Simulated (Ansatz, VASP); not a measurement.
MnS in VASP and in Ansatz

The input INCAR:

```
PREC = Accurate
ENCUT = 520
EDIFF = 1E-6
ISMEAR = 0
SIGMA = 0.05
LREAL = F
LASPH = T
NELM = 150
ALGO = Normal
ISIF = 2
LWAVE = F
LCHARG = F
ISPIN = 2
MAGMOM = 5 -5 0 0
LORBIT = 11
LMAXMIX = 4
LDAU = T
LDAUTYPE = 2
LDAUL = 2 -1
LDAUU = 3.9 0
LDAUJ = 0 0
LDAUPRINT = 1
GGA = PE
NBANDS = 31
```

File KPOINTS:

```
Automatic mesh
0
Gamma
  4 4 3
```

File POSCAR:

```
MnS
1.0
    0.0000000000      2.6045000000     -2.6045000000
    0.0000000000      2.6045000000      2.6045000000
    5.2090000000      0.0000000000      0.0000000000
Mn S
2 2
Direct
    0.0000000000      0.0000000000      0.0000000000
    0.5000000000      0.5000000000      0.5000000000
    0.0000000000      1.0000000000      0.5000000000
    0.5000000000      1.5000000000      1.0000000000
```

Input for Ansatz:

```yaml
crystal:
  lattice:
    - [0.0, 2.6045, -2.6045]
    - [0.0, 2.6045, 2.6045]
    - [5.209, 0.0, 0.0]
  atoms:
    - { symbol: Mn, position: [0.0, 0.0, 0.0], spin: 5.0 }
    - { symbol: S, position: [0.0, 1.0, 0.5] }
    - { symbol: Mn, position: [0.5, 0.5, 0.5], spin: -5.0 }
    - { symbol: S, position: [0.5, 1.5, 1.0] }
basis:
  ecutwfc: 420
  ecutrho_ratio: 4
kpoints:
  mp_grid: { grid: [4, 4, 3] }
hamiltonian:
  xc: pbe
  hubbard: { sites: [{ species: Mn, l: d, u_eff: 3.9 }] }
scf:
  occupations: { method: gaussian, width: 0.05 }
output:
  forces: true
  stress: true
  eigenvalues: true
  populations: true
  hubbard: { sites: [{ species: Mn, l: d }] }
magnetization:
  spin_polarized: true
```

Alike in both runs: task single point; functional PBE; k mesh 4 × 4 × 3; occupations gaussian, width 0.05 eV; collinear spin; Hubbard terms Mn d U = 3.9 eV.

|  | VASP | Ansatz |
| --- | --- | --- |
| version | VASP 6.6.1 | Ansatz 0.2.0 |
| potentials or method | VASP PAW PBE potentials, release 64 (Mn_pv, S) | scalar-relativistic, plane waves, PAW |
| plane-wave cutoff (eV) | 520 | 420 |
| valence electrons in the cell | 38 | 42 |

|  | VASP | Ansatz | Ansatz less VASP |
| --- | --- | --- | --- |
| gap on the k mesh at the Fermi level (eV) | 1.12 | 0.98 | -0.143 |
| least direct gap on the mesh (eV) | 2.51 | 2.60 | +0.095 |
| pressure (GPa) | 3.7 | 4.4 | +0.73 |
| largest component of the traceless stress (GPa) | 0.24 | 0.23 | -0.001 |
| net moment per atom (μB) | 0.00 | 0.00 | 0.000 |
| size of the moment on the site where the two differ most (μB) | 4.57 | 4.47 | -0.091 |

Site moments also hang on the region over which each program counts them. The programs project onto different local orbitals, so the same U acts differently. The two sets of potentials don't hold the same shells in valence.

Caveats: the k mesh is coarse (spacing up to 0.43 Å⁻¹), so the values aren't converged; an odd mesh through Γ misses points on the zone boundary, where band edges often lie. The state reached can hang on the start; a lower one may exist.
